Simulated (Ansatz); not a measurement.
Wires are cut from relaxed bulk Zr (P6_3/mmc, 23.39 Å³/atom, gap on the mesh 0.00 eV); atoms and period are relaxed, and energies count from that bulk.

All numbers below come from DFT PBE, scalar-relativistic, plane waves, PAW in Ansatz 0.2.0.

Cutoff 420 eV; k points 1×1×7 on the computed 6-atom cell (Γ-centred); Gaussian smearing, width 0.05 eV; no spin polarisation.

Start ([001] wire, 6 host atoms a period):

```yaml
crystal:
  lattice:
    - [13.80000, 0.00000, 0.00000]
    - [0.00000, 14.00000, 0.00000]
    - [0.00000, 0.00000, 5.16912]
  atoms:
    - { symbol: Zr, position: [0.44143, 0.33335, 0.25000] }
    - { symbol: Zr, position: [0.32430, 0.53333, 0.25000] }
    - { symbol: Zr, position: [0.55857, 0.53333, 0.25000] }
    - { symbol: Zr, position: [0.44143, 0.46667, 0.75000] }
    - { symbol: Zr, position: [0.67570, 0.46667, 0.75000] }
    - { symbol: Zr, position: [0.55857, 0.66665, 0.75000] }
```

Q: Relax it.

A: The free energy falls by 902 meV/atom. It ends far from its start (an atom moved by over half a bond, or the period changed much).

| Quantity | Value |
| --- | --- |
| excess energy (eV per host atom) | 1.278 |
| line energy (eV/Å) | 2.473 |
| period (Å) | 3.100 |
| gap on the mesh (eV) | 0 |

Relaxed structure:
```
CELL_PARAMETERS angstrom
13.80000 0.00000 0.00000
0.00000 14.00000 0.00000
0.00000 0.00000 3.10033
ATOMIC_POSITIONS crystal
Zr 0.52476 0.30237 0.25000
Zr 0.32910 0.60536 0.25000
Zr 0.58113 0.55112 0.25000
Zr 0.41887 0.44888 0.75000
Zr 0.67090 0.39464 0.75000
Zr 0.47524 0.69763 0.75000
```

Each run keeps its start's symmetry and one magnetic start, so lower states can exist.

The run took 2.2 min on 4 threads of Intel(R) Xeon(R) 6975P-C (Granite Rapids) (shared host), peak memory 1.5 GiB.